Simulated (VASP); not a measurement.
Set up this calculation in VASP 6.6.1, as the native input.

```yaml
Task: relaxation of cell and atoms
Functional: LDA
Potentials_or_basis: VASP PAW LDA potentials, release 64 (Sr_sv, Ti_sv, O)
Cutoff: 600 eV
k_mesh: 8 × 8 × 8
Occupations: gaussian, width 0.03 eV
Spin: no spin polarisation
Further_INCAR_settings: ALGO = Normal; EDIFF = 1e-07; IBRION = 2; EDIFFG = -0.005; NSW = 90; ISIF = 3
```

The structure of SrTiO3 lies in POSCAR:

```
SrTiO3                                  
1.0
    3.8601041381     -0.0000000000      0.0000000000
    0.0000000000      3.8601041381      0.0000000000
   -0.0000000000     -0.0000000000      3.8601041381
  Sr              Ti              O             
     1     1     3
Direct
     0.5000000000000000    0.5000000000000000    0.5000000000000000
     0.0000000000000000    0.0000000000000000    0.0000000000000000
     0.5000000000000000    0.0000000000000000    0.0000000000000000
     0.0000000000000000    0.5000000000000000    0.0000000000000000
     0.0000000000000000    0.0000000000000000    0.5000000000000000
```

One way to write it, as run:

INCAR

```
SYSTEM = SrTiO3
PREC = Accurate ; ENCUT = 600
EDIFF = 1E-7 ; ISMEAR = 0
SIGMA = 0.03 ; LREAL = .False.
LASPH = .True. ; NELM = 80
ALGO = Normal ; ISIF = 3
LWAVE = .False. ; LCHARG = .False.
GGA = CA ; IBRION = 2
NSW = 90 ; EDIFFG = -0.005
```

KPOINTS

```
regular mesh
0
Gamma
  8 8 8
  0 0 0
```

Potentials or basis: VASP PAW LDA potentials, release 64 (Sr_sv, Ti_sv, O).

Command:

```console
$ cat potpaw_LDA.64/Sr_sv/POTCAR potpaw_LDA.64/Ti_sv/POTCAR potpaw_LDA.64/O/POTCAR > POTCAR
$ mpirun -np 1 vasp_std > vasp.out
```

It gave:

- Pressure after relaxing: 0.0 GPa
- Band gap on the k mesh: 1.81 eV, indirect (least direct gap 2.15 eV)

Caveat: the relaxation stopped at its first step, so nothing moved.

It took 57 s on 1 thread of Intel(R) Xeon(R) Platinum 8488C (Sapphire Rapids), on a shared host, peak memory 0.19 GiB.
